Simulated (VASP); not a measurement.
KCl:

```
K Cl
1.0
     0.00000    3.50728    3.50728
     3.50728    0.00000    3.50728
     3.50728    3.50728    0.00000
K Cl
1 1
Cartesian
  0.0000 0.0000 0.0000
  1.7536 1.7536 1.7536
```

The cell was built by a generator and needn't be a form met in nature.

Base run:

- Program: VASP 6.6.1
- Functional: HSE06
- Potentials or basis: VASP PAW PBE potentials, release 64 (K_sv, Cl)
- Cutoff: 520 eV
- k mesh: 4 × 4 × 4
- Occupations: gaussian, width 0.01 eV
- Spin: no spin polarisation

Its results: band gap on the k mesh 6.02 eV, indirect (least direct gap 6.05 eV); pressure 0.2 GPa.

Problem. The run is repeated on the same cell with these changes: functional from HSE06 to PBE; further incar settings from ALGO = Normal; EDIFF = 1e-06; NBANDS = 15 to ALGO = Fast; EDIFF = 1e-06; NBANDS = 15. What comes out?

Solution. Band gap on the k mesh 4.78 eV, indirect (least direct gap 4.81 eV); pressure 0.3 GPa.

Caveats: the PAW data sets were made with another functional, which shifts forces and pressure a little (some runs).

A k mesh can miss the band edges.
